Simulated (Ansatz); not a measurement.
Nuclear-site quantities of Sc as the cell is scaled

```
Sc
1.0
     0.00000    2.30972    2.30972
     2.30972    0.00000    2.30972
     2.30972    2.30972    0.00000
Sc
1
Cartesian
  0.0000 0.0000 0.0000
```

The structure comes from a relaxation in the same program, started in the fcc type, and has space group Fm-3m. Whether it is a known phase or the ground state wasn't checked.

Spin polarisation is left out, and whether a magnetic state lies lower isn't shown here.

The calculation used DFT, PBE, all-electron PAW with datasets made for the crystal, scalar-relativistic (Ansatz 0.2.0).

Sampling and basis: a Γ-centred 13×13×13 k mesh, Fermi–Dirac smearing of 0.03 eV, cutoff 220 eV (chosen by the program for this cell), no spin polarisation.

The contact density is the mean electron density over the nuclear volume; its changes follow the s electrons' response to bonding and compression. Changes below are taken from the unscaled cell, where it is 48608.7 e/Å³ at Sc.

The datasets are made afresh for each cell, so very small changes are uncertain.

(1) Does compression raise or lower the contact density at Sc?

(2) Tabulate the changes with volume.

Answers

(1) It raises it, by 1.19 e/Å³ over the whole range.

(2) 
```tsv
V/V(cell)	P (GPa)	Δρ(0) Sc (e/Å³)
0.9405	3.4	0.64
1.0000	0.0	0.00
1.0600	-2.7	-0.55
```
